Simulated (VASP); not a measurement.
**Si: relaxation of cell and atoms with PBE**

Si:

```
Si
1.0
    -2.25028    2.38996    1.25996
     2.25028   -2.38996    1.25996
     2.25028    2.38996   -1.25996
Si
2
Cartesian
  0.0000 3.5849 0.1266
  2.2503 -1.1950 1.1334
```

This isn't the form of Si at room conditions, which is diamond.

```json
{"Program": "VASP 6.6.1", "Task": "relaxation of cell and atoms", "Functional": "PBE", "Potentials or basis": "VASP PAW PBE potentials, release 64 (Si)", "Cutoff": "600 eV", "k mesh": "12 × 12 × 12", "Occupations": "gaussian, width 0.03 eV", "Spin": "no spin polarisation", "Target pressure": "15.8 GPa", "Further INCAR settings": "ALGO = Normal; EDIFF = 1e-07; IBRION = 2; EDIFFG = -0.005; NSW = 90; ISIF = 3"}
```

```yaml
Energy_change_on_relaxing_the_enthalpy_is_what_falls: +0.0 meV/atom
Ionic_steps: 3
Pressure_after_relaxing: 15.8 GPa
Largest_force_after_relaxing: 0.003 eV/Å
Band_gap_on_the_k_mesh: none (metal or under the smearing width)
```

Forces in eV/Å, atoms in the order of the input:
```
Si   0.000  0.000 -0.003
Si   0.000  0.000  0.003
```

Final structure:
```cif
data_structure
_symmetry_space_group_name_H-M 'P 1'
_symmetry_Int_Tables_number 1
_cell_length_a 3.5161
_cell_length_b 3.5161
_cell_length_c 3.5161
_cell_angle_alpha 100.401
_cell_angle_beta 94.374
_cell_angle_gamma 138.004
_cell_volume 27.10
loop_
_atom_site_label
_atom_site_type_symbol
_atom_site_fract_x
_atom_site_fract_y
_atom_site_fract_z
_atom_site_occupancy
Si1 Si 0.80019 0.05019 0.75000 1
Si2 Si 0.19981 0.94981 0.25000 1
```

Levels at points of the mesh, in eV from the Fermi level:
```tsv
k point	band 2	band 3	band 4	band 5	band 6	band 7
(0.00, 0.00, 0.00)	-3.17	-2.52	-1.92	1.01	7.64	8.73
(0.50, 0.00, 0.00)	-7.62	-1.76	-1.29	-1.24	-0.02	4.79
(0.00, 0.50, 0.00)	-7.30	-2.99	-2.11	-1.44	1.09	5.25
(0.50, 0.50, 0.00)	-11.54	-0.04	-0.04	2.80	2.80	9.09
(0.50, 0.50, 0.50)	-8.22	-7.76	-7.46	6.20	6.84	13.85
```

Run time: 56 s on 1 thread of AMD EPYC 9R45 96-Core Processor (Zen 5), with other jobs on the host, peak memory 0.16 GiB.

Caveat: the cell is relaxed towards a set pressure, so the enthalpy falls and the energy may rise.
